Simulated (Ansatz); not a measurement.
**BN: the gap under strain, fitted and tested**

Plane-wave DFT in Ansatz, PBE+D3(BJ), scalar-relativistic PAW potentials, cutoff 420 eV, no spin-orbit coupling; no spin polarisation. BN in space group R3m, which needn't be the usual phase of this composition. Strain along c alone; the other axes held, atoms relaxed (conventional cell); Kohn–Sham gaps sought over the whole zone.

| strain (%) | space group | gap (eV) |
| --- | --- | --- |
| -6.0 | R3m | 3.988 |
| -4.0 | R3m | 4.050 |
| -2.0 | R3m | 4.108 |
| +0.0 | R3m | 4.161 |
| +2.0 | R3m | 4.212 |
| +4.0 | R3m | ? |
| +6.0 | R3m | 4.302 |

Problem. Fit the given gaps and predict the missing one.

Solution. Next to zero the slopes are +26 meV per % on the compressed side and +26 on the stretched side. No break shows at zero, so all given rows go into a parabola: E_g = 4.162 +0.0261 ε -0.00046 ε² eV (ε in %; scatter 1 meV). At +4.0 % this gives 4.259 eV; the run gave 4.261 eV, 2 meV away. The fit holds.

Cost: about 1.4 core-minutes for the runs cited, on Arm Neoverse V2 (shared hosts).